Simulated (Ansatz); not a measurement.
An input for the plane-wave PAW code Ansatz:

```yaml
crystal:
  lattice:
    - [4.1524416484, 0.0, 0.0]
    - [-2.0762208242, 3.5961199552, 0.0]
    - [0.0, 0.0, 5.667144305]
  atoms:
    - { symbol: Mn, position: [0.0, 0.0, 0.0], spin: 3.65 }
    - { symbol: Mn, position: [0.0, 0.0, 0.5], spin: 3.65 }
    - { symbol: Sb, position: [0.3333333333, 0.6666666667, 0.25] }
    - { symbol: Sb, position: [0.6666666667, 0.3333333333, 0.75] }
basis:
  ecutwfc: 420
  ecutrho_ratio: 4
kpoints:
  mp_grid: { grid: [10, 10, 6] }
hamiltonian:
  xc: pbe
scf:
  occupations: { method: gaussian, width: 0.05 }
output:
  forces: true
  stress: true
  eigenvalues: true
  populations: true
  write_density: true
  write_potential: true
  elf: true
  volumetric_format: npy
magnetization:
  spin_polarized: true
relax:
  f_tol: 0.01
  max_steps: 40
  cell: { stress_tol: 0.1, fix: [volume] }
```

Launched as:
```sh
ansatz run input.yaml --threads 4 --pin off --max-ram 7168MiB --backend cpu --events-out ev --progress --plain --runs-dir out
```

The chain of runs began from a cell as deposited in COD, expanded in volume.

Problem. What will the run give?

Solution. Energy lowered by 0.0 meV/atom, pressure -2.2 GPa, gap on the mesh zero (metallic), site spin moments Mn 3.39; Sb -0.12 μB (PBE, scalar-relativistic).

What the program printed, in part:

```
Pseudopotentials: kind: paw
Pseudopotential: Mn, paw, valence charge 15, recommended cutoff 420 eV (normal), Mn.paw.azcp
Pseudopotential: Sb, paw, valence charge 15, recommended cutoff 420 eV (normal), Sb.paw.azcp
Crystal: 4 atoms, lattice volume = 84.626 Å³
Basis set: ecut = 420 eV, 1645 PW (Γ), exchange–correlation on 60×60×80 points (8 copies of the dense FFT grid, shifted against one another)
Bands: 41, of which v1, the nominal top of the filled ones, is band 30 counted from 1 (29 counted from 0)
Symmetry: 24 space group operations
Space group: P63/mmc (ITA 194), of the structure as read, at distance tolerance 4.4e-5 Å
Magnetic group: BNS 194.263 (UNI 1493), of the structure as read, at distance tolerance 4.4e-5 Å
k-points: 56 of 600
Initial density: superposition of atomic densities (chi_scale 0.1, normalization cell)
Starting moments: Σ|m| = 7.3 μB on 2 of 4 sites
Initial wavefunctions: pseudopotential atomic-orbital guess
Functional: x = pbe(κ = 0.804, μ = 0.21951), c = pbe(β = 0.06672)
iter 1 solved again at ethr=9.18e-4 eV; its pass at ethr=3.10e-3 eV (dr2=5.51e-1 eV) is discarded
```

SCF trace (energy estimate counted from the last row; the run made several SCF loops, for ionic steps, more bands or searches for a lower state, numbered loop.iteration):
```tsv
iteration	ΔE (eV)	density residual (eV)	M (μB)
1.1	1.279	5.59e-1	6.779
1.2	0.804	5.58e-1	6.746
1.3	0.067	3.32e-1	6.664
1.4	-0.022	1.37e-1	6.621
1.5	0.008	2.61e-2	6.612
1.6	-3.2e-03	3.86e-3	6.636
1.7	3.3e-04	1.96e-3	6.632
1.8	9.3e-05	3.95e-4	6.634
1.9	1.0e-04	6.53e-5	6.633
1.10	9.6e-05	1.20e-5	6.632
1.11	9.8e-05	4.13e-8	6.632
1.12	9.8e-05	2.38e-8	6.632
2.1	1.4e-05	1.62e-5	6.634
…	…	…	…
3.3	0.000	8.51e-11	6.634
3.4	0.000	1.05e-10	6.634
3.5	0.000	3.64e-11	6.634
3.6	0.000	6.33e-12	6.634
```

```
SCF converged after 6 iterations
Magnetization: 6.6338 μB (33.3169 up, 26.6831 down)
Absolute magnetization: 7.4848 μB (∫|ρ↑−ρ↓|, with the PAW one-centre terms)
Per-site moments (μB) at R_I (Å): [(3.38848, 1.14846), (3.38848, 1.14846), (-0.12053, 1.14846), (-0.12053, 1.14846)]
Free energy (F): -20766.676164 eV
E sigma→0 (E₀):  -20766.674850 eV
Entropy (-TS):   -0.002627 eV (-0.657 meV/atom)
Fermi energy:    12.350162 eV
--- Forces (eV/Å), atoms counted from 1 ---
  atom   1  Mn     0.00000000     0.00000000     0.00000000
  atom   2  Mn     0.00000000     0.00000000     0.00000000
  atom   3  Sb     0.00000000     0.00000000     0.00000000
  atom   4  Sb     0.00000000     0.00000000     0.00000000
--- Stress (GPa, compression-positive) ---
       -2.181631       0.000000       0.000000
        0.000000      -2.181631       0.000000
        0.000000       0.000000      -2.206334
  P = ⅓ Tr σ = -2.1899 GPa (-21.899 kbar)
--- Relaxed structure (2 steps of the walk, 2 accepted, 1 SCFs on fresh bases) ---
  F+E_penalty+E_count = -20766.67616407 eV   max|allowed force component| = 1.431e-17 eV/Å   (the final SCF, on the basis selected at the relaxed cell)
  cell:  # Å, volume = 84.6256 Å³
    - [4.14835, 0.0, 0.0]
    - [-2.07418, 3.59258, 0.0]
    - [0.0, 0.0, 5.67833]
  atoms:
    - { symbol: Mn, position: [0.00000, 0.00000, 0.0] }
    - { symbol: Mn, position: [0.00000, 0.00000, 0.5] }
    - { symbol: Sb, position: [0.33333, 0.66667, 0.25] }
    - { symbol: Sb, position: [0.66667, 0.33333, 0.75] }
--- Löwdin populations: 4 sites ---
  site symbol       q [e]    m [muB]
     0     Mn     14.3968     3.5554
     1     Mn     14.3968     3.5554
     2     Sb     15.4297    -0.2515
     3     Sb     15.4297    -0.2515
```

Run time: 12 s on 4 threads of Intel(R) Xeon(R) 6975P-C (Granite Rapids) (shared host), peak memory 0.68 GiB.

Total energies depend on the potentials used, so only differences within one code and one set of settings carry meaning.

These numbers lack spin–orbit coupling. Site moments are of spin, integrated over atomic spheres.
